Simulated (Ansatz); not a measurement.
# BAs (F-43m) in Ansatz: notebook

Runs on BAs. Level: B3LYP5. Tasks: band structure, single point, equation of state.

Program: Ansatz 0.2.0. These are calculated values, not measurements. Logs are shortened: lines on timing, memory, paths and dates and some standing lists are left out, and cuts for length are marked.

**1. The crystal as given**

Symmetry: F-43m, No. 216, cubic system. The conventional cell has a = 4.777 Å, b = 4.777 Å, c = 4.777 Å, α = 90.00°, β = 90.00°, γ = 90.00°. Around As (site symmetry -43m) lie 4 B at 2.07 Å. Around B (site symmetry -43m) lie 4 As at 2.07 Å.

**2. Band structure, B3LYP5**

Contents of input.yaml:

```yaml
crystal:
  lattice:
    - [0.0, 2.3885, 2.3885]
    - [2.3885, 0.0, 2.3885]
    - [2.3885, 2.3885, 0.0]
  atoms:
    - { symbol: As, position: [0.75, 0.75, 0.75] }
    - { symbol: B, position: [0.0, 0.0, 0.0] }
hamiltonian:
  xc: b3lyp5
  pseudopotentials: { kind: paw }
kpoints:
  mp_grid: { grid: [6, 6, 6] }
  band_path:
    path:
      - [[0.0, 0.0, 0.0], [0.5, 0.0, 0.5], [0.5, 0.25, 0.75], [0.375, 0.375, 0.75], [0.0, 0.0, 0.0], [0.5, 0.5, 0.5], [0.625, 0.25, 0.625], [0.5, 0.25, 0.75], [0.5, 0.5, 0.5], [0.375, 0.375, 0.75]]
      - [[0.625, 0.25, 0.625], [0.5, 0.0, 0.5]]
    npoints: 4
scf:
  occupations: { method: fermi_dirac, width: 0.05 }
  n_extra_bands: 6
output:
  forces: true
  stress: true
  eigenvalues: true
  fatbands: false
```

Potentials or basis: Ansatz PAW.

Run with:

```console
ansatz run input.yaml --threads 2 --pin off --max-ram 5632MiB --backend cpu --events-out ev --progress --plain --runs-dir out
```

Log:

```text
Warning: output.stress: scf.convergence.dr2_threshold = 1e-7 eV (the SCF's general default) is looser than the 2e-10 eV advised for a printed stress (1e-10 eV for each atom of the cell: 2). What an SCF threshold leaves in a stress goes as its square root, and in the free energy as the threshold itself, and one threshold admits the most on a small cell: of the crystals measured, under no hybrid functional and no lock of the moments, on runs that ended without the residual-converged pass, on stresses that held no estimate of that error, the worst erred by over 100 MPa in a component at 1e-7 eV an atom and by under 5 at 1e-10. Set scf.convergence.dr2_threshold to 2e-10 eV or tighter. The threshold is an SCF's pass mark: one that does not reach it within its budget of iterations ends unconverged, or closes short of it on a stop that the run arms, and scf.convergence.dr2_threshold's page says what that costs each kind of run
Warning: output.stress: scf.exx.energy_threshold = 1e-6 eV is looser than the 2e-8 eV advised for a stress under a hybrid functional (1e-8 eV for each atom of the cell: 2). Every SCF of the exchange loop can meet its threshold on dr2 while the loop round them stops early: no threshold on dr2 bounds what that leaves in the stress. Set scf.exx.energy_threshold to 2e-8 eV or tighter. The threshold is the loop's pass mark: a loop that does not reach it within its budget of cycles ends unconverged, and scf.exx.energy_threshold's page has the law
Warning: RAYON_NUM_THREADS=2 ignored (pool sized by the plan → 2); use --threads N
scf.n_extra_bands = 6 over 9 filled bands (N_el = 18.0): the run solves 15 bands
Engine: ansatz 0.2.0, aarch64-unknown-linux-gnu
Pseudopotentials: kind: paw
Pseudopotential: As, paw, valence charge 15, recommended cutoff 420 eV (normal), As.paw.azcp
Pseudopotential: B, paw, valence charge 3, recommended cutoff 420 eV (normal), B.paw.azcp
Functional definition: B3LYP5
  parameter a0 = 0.2
  parameter ax = 0.72
  parameter ac = 0.81
  exchange = (1 - a0 - ax)*slater_x + ax*b88_x + a0*exact_x
  correlation = (1 - ac)*vwn5_c + ac*lyp_c
Crystal: 2 atoms, lattice volume = 27.252 Å³
Basis set: ecut = 420 eV, 531 PW (Γ), exchange–correlation on 48×48×48 points (8 copies of the dense FFT grid, shifted against one another)
Bands: 15, of which v1, the nominal top of the filled ones, is band 9 counted from 1 (8 counted from 0)
Symmetry: 24 space group operations
Space group: F-43m (ITA 216), of the structure as read, at distance tolerance 3.0e-5 Å
k-points: 16 of 216 (time reversal used)
Non-local potential: As, projectors of the file, l = 0: 2, l = 1: 2, l = 2: 3, l = 3: 1
Non-local potential: B, projectors of the file, l = 0: 2, l = 1: 2, l = 2: 1
PAW form: soft (Blöchl's): semilocal exchange-correlation on the pseudo side does not see the compensation charge
PAW frozen core: As, regenerated for the run's functional, and the local potential with it (the file was generated under x = pbe(κ = 0.804, μ = 0.2195149727645171), c = pbe(β = 0.06672455060314922))
PAW frozen core: B, regenerated for the run's functional, and the local potential with it (the file was generated under x = pbe(κ = 0.804, μ = 0.2195149727645171), c = pbe(β = 0.06672455060314922))
PAW one-centre angular grid: As, 590 points (default); XC on 64 Gauss nodes
PAW one-centre angular grid: B, 110 points (default); XC on 64 Gauss nodes
Initial density: superposition of atomic densities (neutral atoms: chi_scale 0, normalization atom), corrected by the library's trained network
Initial wavefunctions: pseudopotential atomic-orbital guess
Functional: x = 0.1 slater + 0.9 b88, c = 0.19 vwn5 + 0.81 lyp, warm-up for x = 0.08 slater + 0.72 b88 + 0.2 exact, c = 0.19 vwn5 + 0.81 lyp
SCF iter   1: F=—  HF=-5016.799835 eV  |F-HF|=—  |Δ(HF+E_count)|=         —  Δρ=8.09e-3  dr2=1.94e-2  ethr=1.77e-3  ⟨swp⟩=9.0  Hψ=1082  notcnv=0
preconditioner: auto → none  [insulator: Δε(μ)=1.541 eV  Ē_g=14.711 eV  σ=0.050 eV  W_gap=1.00  n_scr=8 (ndim 8)  ℏωp=20.1 eV  f_vac=0.001  D(μ)=0.00/eV (n_scr^D=0)]
SCF iter   2: F=—  HF=-5016.792326 eV  |F-HF|=—  |Δ(HF+E_count)|=   7.51e-3  Δρ=2.98e-3  dr2=2.29e-3  ethr=1.08e-4  ⟨swp⟩=3.6  Hψ=527  notcnv=0  defer=10
iter 3 solved again at ethr=3.73e-7 eV; its pass at ethr=1.27e-5 eV (dr2=6.71e-5 eV) is discarded
SCF iter   3: F=-5016.791345 eV  HF=-5016.791416 eV  |F-HF|=7.13e-5  |Δ(HF+E_count)|=   9.10e-4  Δρ=4.52e-4  dr2=6.85e-5  ethr=3.73e-7  ⟨swp⟩=2.1  Hψ=873  notcnv=0  defer=1
SCF 1 stopped early in 3 iterations: F = -5016.791345 eV  dr2 = 6.85e-5
Initial density: handed on by an earlier stage of this run
Initial wavefunctions: those handed on with the density
Functional: x = 0.08 slater + 0.72 b88 + 0.2 exact, c = 0.19 vwn5 + 0.81 lyp
Frozen-core exchange: fock
SCF iter   1: F=—  HF=-5018.456728 eV  |F-HF|=—  |Δ(HF+E_count)|=         —  Δρ=5.03e-3  dr2=2.93e-3  ethr=3.80e-6  ⟨swp⟩=5.4  Hψ=1028  notcnv=0
preconditioner: auto → none  [insulator: Δε(μ)=2.524 eV  Ē_g=16.731 eV  σ=0.050 eV  W_gap=1.00  n_scr=8 (ndim 8)  ℏωp=20.1 eV  f_vac=0.003  D(μ)=0.00/eV (n_scr^D=0)]
SCF iter   2: F=—  HF=-5018.453137 eV  |F-HF|=—  |Δ(HF+E_count)|=   3.59e-3  Δρ=2.10e-3  dr2=7.54e-4  ethr=3.80e-6  ⟨swp⟩=4.0  Hψ=695  notcnv=0
SCF iter   3: F=—  HF=-5018.453064 eV  |F-HF|=—  |Δ(HF+E_count)|=   7.28e-5  Δρ=9.26e-4  dr2=2.77e-4  ethr=2.71e-6  ⟨swp⟩=2.0  Hψ=384  notcnv=0
SCF iter   4: F=—  HF=-5018.455929 eV  |F-HF|=—  |Δ(HF+E_count)|=   2.87e-3  Δρ=5.48e-4  dr2=3.15e-5  ethr=4.46e-7  ⟨swp⟩=4.0  Hψ=627  notcnv=0
SCF iter   5: F=-5018.455916 eV  HF=-5018.455916 eV  |F-HF|=8.71e-10  |Δ(HF+E_count)|=   1.31e-5  Δρ=4.39e-5  dr2=2.86e-6  ethr=1.66e-7  ⟨swp⟩=3.0  Hψ=472  notcnv=0
SCF 2 stopped early in 5 iterations: F = -5018.455916 eV  dr2 = 2.86e-6
hybrid outer 1: dexx = +3.143e-3 eV, tail = 3.12e-5 eV
Frozen-core exchange: fock
SCF iter   1: F=—  HF=-5018.456080 eV  |F-HF|=—  |Δ(HF+E_count)|=         —  Δρ=7.16e-5  dr2=8.42e-7  ethr=8.65e-7  ⟨swp⟩=4.7  Hψ=615  notcnv=0
preconditioner: auto → none  [insulator: Δε(μ)=2.565 eV  Ē_g=16.739 eV  σ=0.050 eV  W_gap=1.00  n_scr=8 (ndim 8)  ℏωp=20.1 eV  f_vac=0.004  D(μ)=0.00/eV (n_scr^D=0)]
SCF iter   2: F=—  HF=-5018.456080 eV  |F-HF|=—  |Δ(HF+E_count)|=   1.30e-7  Δρ=9.55e-6  dr2=7.64e-8  ethr=3.60e-9  ⟨swp⟩=4.0  Hψ=601  notcnv=0
SCF iter   3: F=—  HF=-5018.456081 eV  |F-HF|=—  |Δ(HF+E_count)|=   5.99e-7  Δρ=9.32e-6  dr2=1.39e-8  ethr=6.30e-11  ⟨swp⟩=4.1  Hψ=681  notcnv=0  defer=1
SCF iter   4: F=-5018.456081 eV  HF=-5018.456081 eV  |F-HF|=1.00e-11  |Δ(HF+E_count)|=   1.61e-9  Δρ=1.51e-6  dr2=1.45e-9  ethr=6.30e-11  ⟨swp⟩=2.1  Hψ=386  notcnv=0
SCF 3 converged in 4 iterations: F = -5018.456081 eV  dr2 = 1.45e-9
  Residual-converged pass: ⟨swp⟩=3.0  Hψ=447  notcnv=0  max |occ|·‖R‖ = 2.2e-6 eV (tolerance 2.4e-6 eV)  dr2=1.43e-9  dr2_onsite=2.27e-10  max |Δocc| = 3.7e-20
hybrid outer 2: dexx = +7.184e-7 eV, tail = 1.76e-8 eV, Δε = 2.68e-3 eV (about 9.88e-5 eV left of the loop's levels)
NSCF: frozen V_eff on 42 k-points
hybrid SCF converged: 2 outer / 9 inner (+3 warm-up), last move |dexx| = 7.18e-7 eV, tail = 1.76e-8 eV
Stability not checked: this state was not tested for a lower state beside it, because the functional holds exact exchange (a hybrid, or Hartree-Fock), whose exchange loop this test does not read (fock_operator; see scf.lower_state_search)
Free energy (F): -5018.456081 eV
Frozen-core exchange: fock
Harris-Foulkes:  -5018.456081 eV  (|F-HF|=1.00e-11)
Internal energy: -5018.456081 eV  (E = F + TS)
E sigma→0 (E₀):  -5018.456081 eV
Fermi energy:    12.079283 eV
--- Per-component energies (eV) ---
  E_band       = -248.333630
  E_kinetic    = 152.831217
  E_local      = -1697.005152  (includes V_loc(G=0)·N_el)
  E_nonlocal   = -659.321310
  E_hartree    = 944.001853
  E_xc         = -89.746413
  E_vxc        = -93.983028  (∫ρ·V_xc dr)
  E_exx        = -59.336801  (= α·E_x^exact, valence–valence)
  E_paw        = -1883.772864  (= ΣΔE_a)
  E_vpaw       = 279.814252  (= ΣTr[D̂ρ^β])
  E_aug_tail   = 0.000008  (compensation charges beyond the density's cutoff)
  E_ewald      = -1725.774997
  E_core_change = -0.331622  (= ΣΔE_core)
  E_smearing   = -0.000000  (= −TS)
  E_closure    = 0.000001  (closes the sum)
  Σ components = -5018.456081   (vs F -5018.456081, Δ=0.00e0)
--- Forces (eV/Å), atoms counted from 1 ---
  atom   1  As    -0.00000000     0.00000000     0.00000000
  atom   2  B     -0.00000000     0.00000000     0.00000000
  max |Σ_I F_I| component: 5.63e-16 eV/Å
--- Stress (GPa, compression-positive) ---
        4.167260       0.000000      -0.000000
       -0.000000       4.167260       0.000000
       -0.000000       0.000000       4.167260
  P = ⅓ Tr σ = 4.1673 GPa (41.673 kbar)
--- Band table (eV; the first three rows and the last of 16) ---
  k-point 0: bands = ["-27.8452", "-27.8452", "-27.8452", "-27.8180", "-27.8180", "-5.8170", "10.8141", "10.8141", "10.8141", "15.4028", "15.4028", "15.4028", "16.9595", "22.1336", "25.6756"]
  k-point 1: bands = ["-27.8444", "-27.8433", "-27.8433", "-27.8179", "-27.8179", "-5.3317", "7.6811", "10.1061", "10.1061", "15.4580", "16.3403", "16.3403", "19.0026", "23.5886", "23.9090"]
  k-point 2: bands = ["-27.8427", "-27.8401", "-27.8401", "-27.8169", "-27.8169", "-3.9762", "3.5748", "9.1956", "9.1956", "15.0103", "17.0907", "17.0907", "21.2299", "24.0792", "24.6787"]
  k-point 15: bands = ["-27.8454", "-27.8343", "-27.8295", "-27.8217", "-27.8141", "-1.1954", "1.8959", "5.3650", "5.5784", "16.0141", "16.2585", "21.1510", "21.3975", "24.9808", "28.4021"]
```

Run time: 1.8 min. Hardware: 2 threads of Arm Neoverse V2, shared host; peak memory 0.84 GiB.

Results:

| Quantity | Value |
| --- | --- |
| Free energy | -5018.4561 eV |
| Pressure | 4.2 GPa |
| Band gap on the k mesh | 2.57 eV, indirect (least direct gap 4.59 eV) |
| Band gap along the path | 2.49 eV, indirect (least direct gap 4.59 eV) |

Levels at the corners of the path, in eV from the valence-band top:
```tsv
point	band 6	band 7	band 8	band 9	band 10	band 11	band 12	band 13
Γ	-16.63	0.00	0.00	0.00	4.59	4.59	4.59	6.15
X	-12.13	-9.25	-4.35	-4.35	2.75	2.80	13.21	13.21
W	-11.96	-8.77	-5.80	-5.49	6.77	7.54	8.34	8.63
K	-12.19	-8.85	-6.29	-3.72	3.40	7.09	10.95	11.50
Γ	-16.63	0.00	0.00	0.00	4.59	4.59	4.59	6.15
L	-13.56	-9.44	-1.95	-1.95	4.02	6.24	6.24	10.64
U	-12.19	-8.85	-6.29	-3.72	3.40	7.09	10.95	11.50
W	-11.96	-8.77	-5.80	-5.49	6.77	7.54	8.34	8.63
L	-13.56	-9.44	-1.95	-1.95	4.02	6.24	6.24	10.64
K	-12.19	-8.85	-6.29	-3.72	3.40	7.09	10.95	11.50
U	-12.19	-8.85	-6.29	-3.72	3.40	7.09	10.95	11.50
X	-12.13	-9.25	-4.35	-4.35	2.75	2.80	13.21	13.21
```

Caveat: the k mesh misses the band edges, so the gap on the mesh is wider than the one along the path; the PAW data sets come from PBE, with cores solved anew for the run's functional, which leaves a small shift of forces and pressure; the thresholds are loose for stress.

**3. Single point, B3LYP5, 12.81 Å³/atom (volume scaled by 0.94)**

Contents of input.yaml:

```yaml
crystal:
  lattice:
    - [0.0, 2.3397414207, 2.3397414207]
    - [2.3397414207, 0.0, 2.3397414207]
    - [2.3397414207, 2.3397414207, 0.0]
  atoms:
    - { symbol: As, position: [0.75, 0.75, 0.75] }
    - { symbol: B, position: [0.0, 0.0, 0.0] }
hamiltonian:
  xc: b3lyp5
  pseudopotentials: { kind: paw }
kpoints:
  mp_grid: { grid: [5, 5, 5] }
scf:
  occupations: { method: fermi_dirac, width: 0.05 }
output:
  forces: true
  stress: true
  eigenvalues: true
```

Potentials or basis: Ansatz PAW.

Run with:

```console
ansatz run input.yaml --threads 2 --pin off --max-ram 5632MiB --backend cpu --events-out ev --progress --plain --runs-dir out
```

Log:

```text
Warning: output.stress: scf.convergence.dr2_threshold = 1e-7 eV (the SCF's general default) is looser than the 2e-10 eV advised for a printed stress (1e-10 eV for each atom of the cell: 2). What an SCF threshold leaves in a stress goes as its square root, and in the free energy as the threshold itself, and one threshold admits the most on a small cell: of the crystals measured, under no hybrid functional and no lock of the moments, on runs that ended without the residual-converged pass, on stresses that held no estimate of that error, the worst erred by over 100 MPa in a component at 1e-7 eV an atom and by under 5 at 1e-10. Set scf.convergence.dr2_threshold to 2e-10 eV or tighter. The threshold is an SCF's pass mark: one that does not reach it within its budget of iterations ends unconverged, or closes short of it on a stop that the run arms, and scf.convergence.dr2_threshold's page says what that costs each kind of run
Warning: output.stress: scf.exx.energy_threshold = 1e-6 eV is looser than the 2e-8 eV advised for a stress under a hybrid functional (1e-8 eV for each atom of the cell: 2). Every SCF of the exchange loop can meet its threshold on dr2 while the loop round them stops early: no threshold on dr2 bounds what that leaves in the stress. Set scf.exx.energy_threshold to 2e-8 eV or tighter. The threshold is the loop's pass mark: a loop that does not reach it within its budget of cycles ends unconverged, and scf.exx.energy_threshold's page has the law
Warning: RAYON_NUM_THREADS=2 ignored (pool sized by the plan → 2); use --threads N
Engine: ansatz 0.2.0, aarch64-unknown-linux-gnu
Pseudopotentials: kind: paw
Pseudopotential: As, paw, valence charge 15, recommended cutoff 420 eV (normal), As.paw.azcp
Pseudopotential: B, paw, valence charge 3, recommended cutoff 420 eV (normal), B.paw.azcp
Functional definition: B3LYP5
  parameter a0 = 0.2
  parameter ax = 0.72
  parameter ac = 0.81
  exchange = (1 - a0 - ax)*slater_x + ax*b88_x + a0*exact_x
  correlation = (1 - ac)*vwn5_c + ac*lyp_c
Crystal: 2 atoms, lattice volume = 25.617 Å³
Basis set: ecut = 420 eV, 531 PW (Γ), exchange–correlation on 48×48×48 points (8 copies of the dense FFT grid, shifted against one another)
Bands: 13, of which v1, the nominal top of the filled ones, is band 9 counted from 1 (8 counted from 0)
Symmetry: 24 space group operations
Space group: F-43m (ITA 216), of the structure as read, at distance tolerance 2.9e-5 Å
k-points: 10 of 125 (time reversal used)
Non-local potential: As, projectors of the file, l = 0: 2, l = 1: 2, l = 2: 3, l = 3: 1
Non-local potential: B, projectors of the file, l = 0: 2, l = 1: 2, l = 2: 1
PAW form: soft (Blöchl's): semilocal exchange-correlation on the pseudo side does not see the compensation charge
PAW frozen core: As, regenerated for the run's functional, and the local potential with it (the file was generated under x = pbe(κ = 0.804, μ = 0.2195149727645171), c = pbe(β = 0.06672455060314922))
PAW frozen core: B, regenerated for the run's functional, and the local potential with it (the file was generated under x = pbe(κ = 0.804, μ = 0.2195149727645171), c = pbe(β = 0.06672455060314922))
PAW one-centre angular grid: As, 590 points (default); XC on 64 Gauss nodes
PAW one-centre angular grid: B, 110 points (default); XC on 64 Gauss nodes
Initial density: superposition of atomic densities (neutral atoms: chi_scale 0, normalization atom), corrected by the library's trained network
Initial wavefunctions: pseudopotential atomic-orbital guess
Functional: x = 0.1 slater + 0.9 b88, c = 0.19 vwn5 + 0.81 lyp, warm-up for x = 0.08 slater + 0.72 b88 + 0.2 exact, c = 0.19 vwn5 + 0.81 lyp
[... 25 lines left out ...]
SCF 3 converged in 4 iterations: F = -5018.330479 eV  dr2 = 1.68e-9
  Residual-converged pass: ⟨swp⟩=3.0  Hψ=239  notcnv=0  max |occ|·‖R‖ = 2.3e-6 eV (tolerance 2.4e-6 eV)  dr2=1.68e-9  dr2_onsite=1.63e-10  max |Δocc| = 1.2e-20
hybrid outer 2: dexx = +7.258e-7 eV, tail = 1.83e-8 eV, Δε = 2.34e-3 eV (about 8.90e-5 eV left of the loop's levels)
hybrid SCF converged: 2 outer / 9 inner (+3 warm-up), last move |dexx| = 7.26e-7 eV, tail = 1.83e-8 eV
Stability not checked: this state was not tested for a lower state beside it, because the functional holds exact exchange (a hybrid, or Hartree-Fock), whose exchange loop this test does not read (fock_operator; see scf.lower_state_search)
Free energy (F): -5018.330479 eV
Frozen-core exchange: fock
Harris-Foulkes:  -5018.330479 eV  (|F-HF|=2.91e-10)
Internal energy: -5018.330479 eV  (E = F + TS)
E sigma→0 (E₀):  -5018.330479 eV
Fermi energy:    13.031101 eV
--- Per-component energies (eV) ---
  E_band       = -232.958802
  E_kinetic    = 155.847291
  E_local      = -1642.595207  (includes V_loc(G=0)·N_el)
  E_nonlocal   = -659.220207
  E_hartree    = 923.644611
  E_xc         = -90.553199
  E_vxc        = -95.055438  (∫ρ·V_xc dr)
  E_exx        = -59.553723  (= α·E_x^exact, valence–valence)
  E_paw        = -1883.829483  (= ΣΔE_a)
  E_vpaw       = 279.882785  (= ΣTr[D̂ρ^β])
  E_aug_tail   = 0.000004  (compensation charges beyond the density's cutoff)
  E_ewald      = -1761.738944
  E_core_change = -0.331622  (= ΣΔE_core)
  E_smearing   = -0.000000  (= −TS)
  E_closure    = 0.000001  (closes the sum)
  Σ components = -5018.330479   (vs F -5018.330479, Δ=0.00e0)
--- Forces (eV/Å), atoms counted from 1 ---
  atom   1  As    -0.00000000     0.00000000     0.00000000
  atom   2  B     -0.00000000     0.00000000    -0.00000000
  max |Σ_I F_I| component: 6.01e-16 eV/Å
--- Stress (GPa, compression-positive) ---
       14.698627       0.000000      -0.000000
        0.000000      14.698627       0.000000
       -0.000000       0.000000      14.698627
  P = ⅓ Tr σ = 14.6986 GPa (146.986 kbar)
--- Band table (eV; the first three rows and the last of 10) ---
  k-point 0: bands = ["-26.9074", "-26.9074", "-26.9074", "-26.8743", "-26.8743", "-5.3975", "11.8251", "11.8251", "11.8251", "16.5185", "16.5185", "16.5185", "18.8603"]
  k-point 1: bands = ["-26.9059", "-26.9040", "-26.9040", "-26.8740", "-26.8740", "-4.6624", "7.6849", "10.8496", "10.8496", "16.7258", "17.7653", "17.7653", "21.1727"]
  k-point 2: bands = ["-26.9035", "-26.8999", "-26.8999", "-26.8721", "-26.8721", "-2.7246", "2.9156", "9.8854", "9.8854", "16.3312", "18.2161", "18.2161", "22.6562"]
  k-point 9: bands = ["-26.9050", "-26.8966", "-26.8893", "-26.8776", "-26.8704", "-1.1256", "3.2882", "5.6672", "7.1435", "17.8025", "18.8254", "19.8199", "23.7714"]
```

It took 6.3 s on 2 threads of Arm Neoverse V2, shared host; peak memory 0.6 GiB.

What came out:

| Item | Value |
| --- | --- |
| Free energy | -5018.3305 eV |
| Pressure | 14.7 GPa |
| Band gap on the k mesh | 2.45 eV, indirect (least direct gap 4.69 eV) |

Caveat: the k mesh is coarse (spacing up to 0.47 Å⁻¹), so the values aren't converged, least of all with exact exchange; odd divisions of the mesh miss points on the zone boundary, where band edges often lie, so the gap on the mesh can be too wide; the PAW data sets come from PBE, with cores solved anew for the run's functional, which leaves a small shift of forces and pressure; the thresholds are loose for stress.

**4. Single point, B3LYP5, 13.08 Å³/atom (volume scaled by 0.96)**

input.yaml, as its differences from that of step 3:

```diff
@@ -2,5 +2,5 @@
   lattice:
-    - [0.0, 2.3397414207, 2.3397414207]
-    - [2.3397414207, 0.0, 2.3397414207]
-    - [2.3397414207, 2.3397414207, 0.0]
+    - [0.0, 2.3562190158, 2.3562190158]
+    - [2.3562190158, 0.0, 2.3562190158]
+    - [2.3562190158, 2.3562190158, 0.0]
   atoms:
```

Run with:

```console
ansatz run input.yaml --threads 2 --pin off --max-ram 5632MiB --backend cpu --events-out ev --progress --plain --runs-dir out
```

Run time: 6.3 s. Hardware: 2 threads of Arm Neoverse V2, shared host; peak memory 0.6 GiB.

It converged, with:

* Free energy: -5018.3739 eV
* Pressure: 10.9 GPa
* Band gap on the k mesh: 2.46 eV, indirect (least direct gap 4.66 eV)

Caveat: the k mesh is coarse (spacing up to 0.46 Å⁻¹), so the values aren't converged, least of all with exact exchange; odd divisions of the mesh miss points on the zone boundary, where band edges often lie, so the gap on the mesh can be too wide; the PAW data sets come from PBE, with cores solved anew for the run's functional, which leaves a small shift of forces and pressure; the thresholds are loose for stress.

(Continued in part 2 of 2.)
